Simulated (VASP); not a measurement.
# AlN in VASP: how settings move the PBE single point, part 2 of 2

VASP 6.6.1, plane waves, PAW; reference level PBE. Earlier steps stand in the parts before.

## 5. Variant 3

The COD entry's cell or inner coordinates are ideal or old and differ from later refinements, so a difference from it is no clean test against experiment.

Input file INCAR:

```
ENCUT = 520.000000
SIGMA = 0.020000
EDIFF = 1.00e-07
PREC = Accurate
IBRION = -1
ISIF = 2
ISMEAR = -1
NBANDS = 16
NELM = 120
NSW = 0
LASPH = .TRUE.
LCHARG = .FALSE.
LWAVE = .FALSE.
LREAL = .FALSE.
METAGGA = TPSS
```

Input file KPOINTS:

```
KPOINTS created by Atomic Simulation Environment
0
Gamma
12 12 6
0 0 0
```

Input file POSCAR:

```
Al N
 1.0000000000000000
     2.9830480613024712   -0.0000000000288676    0.0000000000000000
    -1.4915240306262356    2.5833954018122935    0.0000000000000000
     0.0000000000000000    0.0000000000000000    4.7804407265000002
 Al  N
   2   2
Cartesian
  0.0000000000166666  1.7222636011985730 -0.0054583780165269
  1.4915240306595685  0.8611318005848527  2.3847619852334723
  0.0000000000166666  1.7222636011985730  1.8220258540865266
  1.4915240306595685  0.8611318005848527  4.2122462173365269
```

Run with:

```console
> mpirun -np 1 vasp_std
```

Standard output, without the iteration lines:

```text
POSCAR found type information on POSCAR AlN
 POSCAR found :  2 types and       4 ions
 -----------------------------------------------------------------------------
|                                                                             |
|                                                                             |
|     You enforced a specific xc type in the INCAR file but a different       |
|     I HOPE YOU KNOW WHAT YOU ARE DOING!                                     |
|                                                                             |
 -----------------------------------------------------------------------------

 LDA part: xc-table for (None), standard interpolation
 POSCAR, INCAR and KPOINTS ok, starting setup
 FFT: planning ... GRIDC
 FFT: planning ... GRID_SOFT
 FFT: planning ... GRID
 WAVECAR not read
 entering main loop
```

OSZICAR:

```text
N       E                     dE             d eps       ncg     rms          rms(c)
DAV:   1     0.735541080706E+02    0.73554E+02   -0.84076E+03  3088   0.118E+03
DAV:   2    -0.266790084467E+02   -0.10023E+03   -0.88829E+02  4064   0.299E+02
DAV:   3    -0.323490174858E+02   -0.56700E+01   -0.56116E+01  3760   0.719E+01
DAV:   4    -0.325394526617E+02   -0.19044E+00   -0.19033E+00  3784   0.173E+01
DAV:   5    -0.325442063581E+02   -0.47537E-02   -0.47532E-02  3992   0.240E+00    0.138E+01
DAV:   6    -0.422710232046E+02   -0.97268E+01   -0.17626E+01  2432   0.434E+01    0.640E+00
DAV:   7    -0.418200220528E+02    0.45100E+00   -0.46135E+00  3104   0.160E+01    0.321E+00
DAV:   8    -0.416430440807E+02    0.17698E+00   -0.36361E-01  2864   0.530E+00    0.193E+00
DAV:   9    -0.416600170281E+02   -0.16973E-01   -0.37131E-02  2632   0.185E+00    0.644E-01
DAV:  10    -0.416564758385E+02    0.35412E-02   -0.11412E-02  3264   0.764E-01    0.337E-01
DAV:  11    -0.416569818055E+02   -0.50597E-03   -0.58670E-04  2560   0.228E-01    0.861E-02
DAV:  12    -0.416569665476E+02    0.15258E-04   -0.69788E-05  3392   0.584E-02    0.225E-02
DAV:  13    -0.416569655988E+02    0.94879E-06   -0.24468E-06  2584   0.143E-02    0.188E-02
DAV:  14    -0.416569646998E+02    0.89906E-06   -0.46418E-06  3096   0.161E-02    0.275E-03
DAV:  15    -0.416569648963E+02   -0.19651E-06   -0.22085E-07  2568   0.417E-03    0.103E-03
DAV:  16    -0.416569650007E+02   -0.10439E-06   -0.42020E-09  1408   0.637E-04    0.240E-04
DAV:  17    -0.416569650084E+02   -0.76886E-08   -0.35714E-09  1368   0.451E-04
   1 F= -.41656965E+02 E0= -.41656965E+02  d E =-.426010E-12
```

Parts of OUTCAR:

```text
k-points           NKPTS =     76   k-points in BZ     NKDIM =     76   number of bands    NBANDS=     16

   NELECT =      16.0000    total number of electrons

   dimension x,y,z NGX =    24 NGY =   24 NGZ =   36
   dimension x,y,z NGXF=    48 NGYF=   48 NGZF=   72

  energy-cutoff  :      520.00
  volume of cell :       36.84
      direct lattice vectors                 reciprocal lattice vectors
     2.983048061 -0.000000000  0.000000000     0.335227586  0.193543737  0.000000000
    -1.491524031  2.583395402  0.000000000     0.000000000  0.387087474  0.000000000
     0.000000000  0.000000000  4.780440727     0.000000000  0.000000000  0.209185734

 k-points in reciprocal lattice and weights: KPOINTS created by Atomic Simulation Env
   0.00000000  0.00000000  0.00000000       0.001
   0.08333333 -0.00000000  0.00000000       0.007
   0.16666667  0.00000000  0.00000000       0.007
   0.25000000  0.00000000  0.00000000       0.007
   0.33333333  0.00000000  0.00000000       0.007
   0.41666667  0.00000000  0.00000000       0.007
   0.50000000  0.00000000  0.00000000       0.003
   0.08333333  0.08333333  0.00000000       0.007
[... 68 more k-points ...]

 E-fermi :   7.7917

 k-point     1 :       0.0000    0.0000    0.0000
  band No.  band energies     occupation
      1      -9.0586      2.00000
      2      -6.5340      2.00000
      3       0.6828      2.00000
      4       6.4165      2.00000
      5       6.4165      2.00000
      6       7.0828      2.00000
      7       7.0828      2.00000
      8       7.3454      2.00000
      9      12.6922      0.00000
     10      15.3701      0.00000
     11      19.1257      0.00000
     12      19.7361      0.00000
     13      19.7361      0.00000
     14      22.1016      0.00000
     15      22.1626      0.00000
     16      22.1626      0.00000

 k-point     2 :       0.0833   -0.0000    0.0000
  band No.  band energies     occupation
      1      -8.9563      2.00000
      2      -6.4752      2.00000
      3       0.8007      2.00000
      4       5.9713      2.00000
      5       6.2839      2.00000
      6       6.6704      2.00000
      7       7.0775      2.00000
      8       7.3065      2.00000
      9      13.0988      0.00000
     10      15.7431      0.00000
     11      18.6270      0.00000
     12      18.9624      0.00000
     13      20.0239      0.00000
     14      21.8372      0.00000
     15      22.1300      0.00000
     16      22.1542      0.00000

 k-point     3 :       0.1667    0.0000    0.0000
  band No.  band energies     occupation
      1      -8.6576      2.00000
      2      -6.3135      2.00000
      3       1.1487      2.00000
      4       4.8720      2.00000
      5       5.7588      2.00000
      6       5.9786      2.00000
      7       7.0195      2.00000
      8       7.1668      2.00000
      9      13.9264      0.00000
     10      16.3672      0.00000
     11      17.2163      0.00000
     12      18.2810      0.00000
     13      20.8291      0.00000
     14      20.9711      0.00000
     15      21.3520      0.00000
     16      21.3853      0.00000

[... the tables of k-points 4 to 76 left out ...]

  Total        8.2886588      8.2886588      7.5557796     -0.0000000      0.0000000      0.0000000
  in kB      360.4755170    360.4755170    328.6024482     -0.0000000      0.0000000      0.0000000
  external PRESSURE =     349.8511607 kB  Pullay stress =       0.0000000 kB

 POSITION                                       TOTAL-FORCE (eV/Angst)
 -----------------------------------------------------------------------------------
      0.00000      1.72226      4.77498        -0.000000      0.000000     -0.003062
      1.49152      0.86113      2.38476         0.000000      0.000000     -0.003062
      0.00000      1.72226      1.82203        -0.000000     -0.000000      0.003062
      1.49152      0.86113      4.21225        -0.000000     -0.000000      0.003062
 -----------------------------------------------------------------------------------
    total drift:                                0.000000      0.000000     -0.000063

  FREE ENERGIE OF THE ION-ELECTRON SYSTEM (eV)
  ---------------------------------------------------
  free  energy   TOTEN  =       -41.6569650084 eV

  energy  without entropy=      -41.6569650084  energy(sigma->0) =      -41.65696501
```

It took 2 min on 1 MPI rank of Intel Xeon Platinum 8488C, shared host; peak memory 0.18 GiB.

Changed: METAGGA = TPSS. The run ends normally. Its total energy is on another scale than the reference's; the pressure goes from 36.9 to 35.0 GPa, the gap on the mesh goes from 5.09 to 5.05 eV. The functional is now TPSS, on datasets made with PBE.

## 6. All runs together

This closing draws on all 2 parts.

| run | changed | ending | energy change (meV/atom) | pressure (GPa) | gap on the mesh (eV; negative: overlap) | electronic steps | time | usable |
| --- | --- | --- | --- | --- | --- | --- | --- | --- |
| ref. | – | converged | 0 | 36.9 | 5.09 | 14 | 40 s | yes |
| 1 | ALGO = Conjugate | converged | 0.0 | 36.9 | 5.09 | 15 | 30 s | yes |
| 2 | EDIFF = 1e-09 | converged | 0.0 | 36.9 | 5.09 | 19 | 43 s | yes |
| 3 | METAGGA = TPSS | converged | – | 35.0 | 5.05 | 17 | 2 min | yes |

**Reading.** Of 3 altered inputs, 3 gave usable results.
